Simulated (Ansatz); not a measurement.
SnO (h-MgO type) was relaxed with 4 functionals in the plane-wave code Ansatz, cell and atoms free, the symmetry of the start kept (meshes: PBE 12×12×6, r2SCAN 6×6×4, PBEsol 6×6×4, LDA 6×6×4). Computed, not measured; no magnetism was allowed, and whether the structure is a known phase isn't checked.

The PBE result:
```
Sn O
1.0
     4.17457    0.00000    0.00000
    -2.08728    3.61528    0.00000
     0.00000    0.00000    5.23090
Sn O
2 2
Direct
  0.33333 0.66667 0.25000
  0.66667 0.33333 0.75000
  0.66667 0.33333 0.25000
  0.33333 0.66667 0.75000
```

The symmetry is P6_3/mmc (No. 194, hexagonal); conventional cell a = 4.175 Å, c = 5.231 Å, 19.74 Å³ an atom. Sn has 5 O at 2.41–2.62 Å; O has 5 Sn at 2.41–2.62 Å.

Question: Order the functionals by the relaxed volume, smallest first.
A. r2SCAN
B. LDA
C. PBEsol
D. PBE

Answer: B (18.23 Å³/atom), C (18.78 Å³/atom), A (19.11 Å³/atom), D (19.74 Å³/atom).

Question: What lattice does LDA give?

Answer: a = 4.079 Å, c = 5.061 Å; the volume differs by -7.6 % from PBE's. Sn has 5 O at 2.36–2.53 Å; O has 5 Sn at 2.36–2.53 Å.

Question: How does the cell change with PBEsol?

Answer: a = 4.115 Å, c = 5.124 Å; the volume differs by -4.8 % from PBE's. Sn has 5 O at 2.38–2.56 Å; O has 5 Sn at 2.38–2.56 Å.

Question: Held at the r2SCAN cell, what mean stress do LDA and PBE find, and does its sign point to their own minimum?

Answer: Yes. LDA -3.64 GPa, and its relaxed volume is -4.6 % from r2SCAN's; PBE +2.55 GPa, and its relaxed volume is +3.3 % from r2SCAN's. Compression counts positive, so a positive stress asks for a larger cell.
